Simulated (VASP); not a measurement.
A convergence study with VASP on AlSb (space group no. 216 when undisturbed): one setting is varied, all else stays as given below, so the limit is that of these other settings. One atom is moved off its site, so that forces are finite.

```yaml
crystal:
  lattice:
    - [0.00000, 3.06079, 3.06079]
    - [3.06079, 0.00000, 3.06079]
    - [3.06079, 3.06079, 0.00000]
  atoms:
    - { symbol: Al, position: [0.00472, 0.00472, 0.00472] }
    - { symbol: Sb, position: [0.25000, 0.25000, 0.25000] }
```

Computed with PBE GGA, VASP's PBE PAW potentials (set 64) (plane waves; VASP). The tightest run used: 720 eV cut-off, 7×7×7 Γ-centred mesh, Fermi-Dirac smearing of 0.010 eV, potentials Al Sb.

Unless said otherwise, spin-orbit coupling is left out, though it shifts the bands of the heavy elements here. Gaps are read on the run's mesh, which can miss a band edge.

Problem. The settings run are ENCUT = 105; ENCUT = 120; ENCUT = 135; ENCUT = 150; ENCUT = 165; ENCUT = 180; ENCUT = 210; ENCUT = 240; ENCUT = 270; ENCUT = 330; ENCUT = 360; ENCUT = 405; ENCUT = 450; ENCUT = 525; ENCUT = 600; ENCUT = 720. From which on does the energy per atom stay within 0.001 eV/atom of the tightest run?

Solution. From ENCUT = 360 on: it is off by 0.0008 there and by no more than 0.001 in any finer run, while ENCUT = 330 is off by 0.0012.
```json
[
 {"setting": "ENCUT = 105", "E (eV/atom)": "-4.0739", "pressure (GPa)": "2.81", "largest force (eV/Å)": "0.467", "gap on the mesh (eV)": "1.106", "plane waves": "147", "difference judged (eV/atom)": "0.0113"},
 {"setting": "ENCUT = 120", "E (eV/atom)": "-4.0643", "pressure (GPa)": "2.91", "largest force (eV/Å)": "0.462", "gap on the mesh (eV)": "1.098", "plane waves": "180", "difference judged (eV/atom)": "0.0210"},
 {"setting": "ENCUT = 135", "E (eV/atom)": "-4.0635", "pressure (GPa)": "2.95", "largest force (eV/Å)": "0.460", "gap on the mesh (eV)": "1.094", "plane waves": "210", "difference judged (eV/atom)": "0.0218"},
 {"setting": "ENCUT = 150", "E (eV/atom)": "-4.0670", "pressure (GPa)": "2.98", "largest force (eV/Å)": "0.461", "gap on the mesh (eV)": "1.096", "plane waves": "259", "difference judged (eV/atom)": "0.0182"},
 {"setting": "ENCUT = 165", "E (eV/atom)": "-4.0715", "pressure (GPa)": "3.00", "largest force (eV/Å)": "0.460", "gap on the mesh (eV)": "1.093", "plane waves": "290", "difference judged (eV/atom)": "0.0137"},
 {"setting": "ENCUT = 180", "E (eV/atom)": "-4.0753", "pressure (GPa)": "3.02", "largest force (eV/Å)": "0.461", "gap on the mesh (eV)": "1.096", "plane waves": "331", "difference judged (eV/atom)": "0.0099"},
 {"setting": "ENCUT = 210", "E (eV/atom)": "-4.0793", "pressure (GPa)": "3.04", "largest force (eV/Å)": "0.461", "gap on the mesh (eV)": "1.097", "plane waves": "411", "difference judged (eV/atom)": "0.0060"},
 {"setting": "ENCUT = 240", "E (eV/atom)": "-4.0815", "pressure (GPa)": "3.04", "largest force (eV/Å)": "0.461", "gap on the mesh (eV)": "1.098", "plane waves": "531", "difference judged (eV/atom)": "0.0037"},
 {"setting": "ENCUT = 270", "E (eV/atom)": "-4.0825", "pressure (GPa)": "3.04", "largest force (eV/Å)": "0.460", "gap on the mesh (eV)": "1.097", "plane waves": "592", "difference judged (eV/atom)": "0.0027"},
 {"setting": "ENCUT = 330", "E (eV/atom)": "-4.0840", "pressure (GPa)": "3.04", "largest force (eV/Å)": "0.459", "gap on the mesh (eV)": "1.097", "plane waves": "801", "difference judged (eV/atom)": "0.0012"},
 {"setting": "ENCUT = 360", "E (eV/atom)": "-4.0844", "pressure (GPa)": "3.04", "largest force (eV/Å)": "0.459", "gap on the mesh (eV)": "1.097", "plane waves": "911", "difference judged (eV/atom)": "0.0008"},
 {"setting": "ENCUT = 405", "E (eV/atom)": "-4.0849", "pressure (GPa)": "3.05", "largest force (eV/Å)": "0.459", "gap on the mesh (eV)": "1.098", "plane waves": "1073", "difference judged (eV/atom)": "0.0004"},
 {"setting": "ENCUT = 450", "E (eV/atom)": "-4.0851", "pressure (GPa)": "3.06", "largest force (eV/Å)": "0.459", "gap on the mesh (eV)": "1.098", "plane waves": "1267", "difference judged (eV/atom)": "0.0002"},
 {"setting": "ENCUT = 525", "E (eV/atom)": "-4.0851", "pressure (GPa)": "3.06", "largest force (eV/Å)": "0.459", "gap on the mesh (eV)": "1.098", "plane waves": "1584", "difference judged (eV/atom)": "0.0001"},
 {"setting": "ENCUT = 600", "E (eV/atom)": "-4.0852", "pressure (GPa)": "3.05", "largest force (eV/Å)": "0.459", "gap on the mesh (eV)": "1.098", "plane waves": "1924", "difference judged (eV/atom)": "0.0001"},
 {"setting": "ENCUT = 720", "E (eV/atom)": "-4.0852", "pressure (GPa)": "3.06", "largest force (eV/Å)": "0.460", "gap on the mesh (eV)": "1.098", "plane waves": "2565", "difference judged (eV/atom)": "0.0000"}
]
```

Left out are rungs that failed or repeat a setting and relaxations that didn't move; long series are thinned to 24 rows.

The structure is a typed AlSb crystal (space group no. 216). The cell was not relaxed at this level, it is distorted from the ideal structure.
